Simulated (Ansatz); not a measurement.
**Sc: which structure is lowest?**

Theory: Ansatz, DFT, RPBE, plane waves (420 eV) with PAW, scalar-relativistic. The PAW files were generated under PBE, with cores re-solved for the functional.

Each structure is relaxed within its own symmetry, so a high-lying one may be dynamically unstable.

Question: Rank these structures of scandium by energy per atom, lowest first.
A. omega (AlB2-type)
B. hcp
C. simple cubic
D. dhcp
E. diamond
F. A15
G. bcc
H. beta-Sn type
I. fcc

Answer: B (0 meV/atom), D (26 meV/atom), I (52 meV/atom), A (63 meV/atom), G (98 meV/atom), F (231 meV/atom), H (418 meV/atom), C (773 meV/atom), E (1985 meV/atom).

```json
{"structure": "hcp", "ΔE (meV/atom)": "0", "V (Å³/atom)": "25.70", "cell": "a = 3.343 Å, c = 5.310 Å (c/a = 1.588)", "magnetic state": "ferromagnetic, net 0.44 μB per atom"}
{"structure": "dhcp", "ΔE (meV/atom)": "26", "V (Å³/atom)": "25.74", "cell": "a = 3.338 Å, c = 10.668 Å (c/a = 3.195)", "magnetic state": "spin not included"}
{"structure": "fcc", "ΔE (meV/atom)": "52", "V (Å³/atom)": "25.80", "cell": "a = 4.691 Å", "magnetic state": "spin not included"}
{"structure": "omega (AlB2-type)", "ΔE (meV/atom)": "63", "V (Å³/atom)": "25.55", "cell": "a = 5.215 Å, c = 3.254 Å (c/a = 0.624)", "magnetic state": "spin not included"}
{"structure": "bcc", "ΔE (meV/atom)": "98", "V (Å³/atom)": "25.93", "cell": "a = 3.729 Å", "magnetic state": "spin not included"}
{"structure": "A15", "ΔE (meV/atom)": "231", "V (Å³/atom)": "26.62", "cell": "a = 5.972 Å", "magnetic state": "spin not included"}
{"structure": "beta-Sn type", "ΔE (meV/atom)": "418", "V (Å³/atom)": "25.87", "cell": "a = 5.737 Å, c = 3.145 Å (c/a = 0.548)", "magnetic state": "spin not included"}
{"structure": "simple cubic", "ΔE (meV/atom)": "773", "V (Å³/atom)": "27.60", "cell": "a = 3.022 Å", "magnetic state": "spin not included"}
{"structure": "diamond", "ΔE (meV/atom)": "1985", "V (Å³/atom)": "40.20", "cell": "a = 6.851 Å", "magnetic state": "spin not included"}
```

ΔE counts from hcp.

Differences under about 8 meV lie within the error of the k-point mesh.
